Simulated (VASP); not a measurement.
Wanted: the native input for a VASP 6.6.1 run.

| Property | Result |
| --- | --- |
| Task | single point |
| Functional | PBEsol |
| Potentials or basis | VASP PAW PBE potentials, release 64 (Sn_d, H) |
| Cutoff | 520 eV |
| k mesh | 3 × 6 × 1 |
| Occupations | gaussian, width 0.05 eV |
| Spin | no spin polarisation |
| Dipole correction | yes |
| Further INCAR settings | ALGO = Fast; EDIFF = 1e-07; NBANDS = 85 |

The structure of Sn5H2 lies in POSCAR:

```
Sn5H2
1.0
    9.2511606991      0.0000000000      0.0000000000
    0.0000000000      4.6255803495      0.0000000000
    0.0000000000      0.0000000000     20.4076949379
Sn H
10 4
Direct
    0.5000000000      0.0000000000      0.2457963278
    0.0000000000      0.0000000000      0.2457963278
    0.7500000000      0.0000000000      0.3259322579
    0.2500000000      0.0000000000      0.3259322579
    0.7455493586      0.5000000000      0.4158376981
    0.2498592114      0.5000000000      0.4062492140
    0.0119463738      0.5000000000      0.4995995599
    0.4833219776      0.5000000000      0.4967941391
    0.1502503555      0.0000000000      0.5637388836
    0.4589599375      0.0000000000      0.5880924425
    0.5092148627      0.3035343313      0.1962100729
    0.5092148627     -0.3035343313      0.1962100729
   -0.0092148627     -0.3035343313      0.1962100729
   -0.0092148627      0.3035343313      0.1962100729
```

The cell isn't the ideal one: Sn9 moved +0.249 Å and Sn10 +0.746 Å along the normal, the rest relaxed.

One way to write it, as run:

INCAR

```
SYSTEM = Sn5H2
PREC = Accurate
ENCUT = 520
EDIFF = 1E-7
ISMEAR = 0
SIGMA = 0.05
LREAL = .FALSE.
LASPH = .TRUE.
NELM = 100
ALGO = Fast
ISIF = 2
LWAVE = .FALSE.
LCHARG = .FALSE.
LDIPOL = .TRUE.
IDIPOL = 3
DIPOL = 0.5 0.5 0.350
GGA = PS
NBANDS = 85
```

KPOINTS

```
Automatic mesh
0
G
  3 6 1
  0 0 0
```

Potentials or basis: VASP PAW PBE potentials, release 64 (Sn_d, H).

Launch:

```sh
$ cat potpaw_PBE.64/Sn_d/POTCAR potpaw_PBE.64/H/POTCAR > POTCAR
$ mpirun -np 1 vasp_std > vasp.out
```

It gave:

```yaml
Largest_force: 0.904 eV/Å
Band_gap_on_the_k_mesh: none (metal or under the smearing width)
```

Caveat: the PAW data sets were made with another functional, which shifts forces and pressure a little.

Run time: 15 min on 1 thread of Intel(R) Xeon(R) 6975P-C (Granite Rapids) (shared host), peak memory 1 GiB.
